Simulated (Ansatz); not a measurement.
CsSnI3:

```xyz
5
Lattice="6.2057 0.0000 0.0000 0.0000 6.2057 0.0000 0.0000 0.0000 6.2057" Properties=species:S:1:pos:R:3 pbc="T T T"
Cs    0.0000    0.0000    0.0000
I     3.1029    3.1029    0.0000
I     3.1029    0.0000    3.1029
I     0.0000    3.1029    3.1029
Sn    3.1029    3.1029    3.1029
```

Base run:

* Program: Ansatz 0.2.0
* Functional: LDA
* Potentials or basis: Ansatz PAW
* Cutoff: 420 eV (not typed: the program's choice for these potentials)
* k mesh: 5 × 5 × 5
* Occupations: fermi-dirac, width 0.05 eV
* Spin: no spin polarisation

Its results: pressure -1.6 GPa.

Q: The run is repeated on the same cell with these changes: functional from LDA to r2SCAN; cutoff from 420 eV (not typed: the program's choice for these potentials) to 500 eV (not typed: the program's choice for these potentials). What comes out?

A: Pressure 0.0 GPa.

Caveats: the cell was measured hot, at 500 K; the PAW data sets come from PBE, with cores solved anew for the run's functional, which leaves a small shift of forces and pressure.
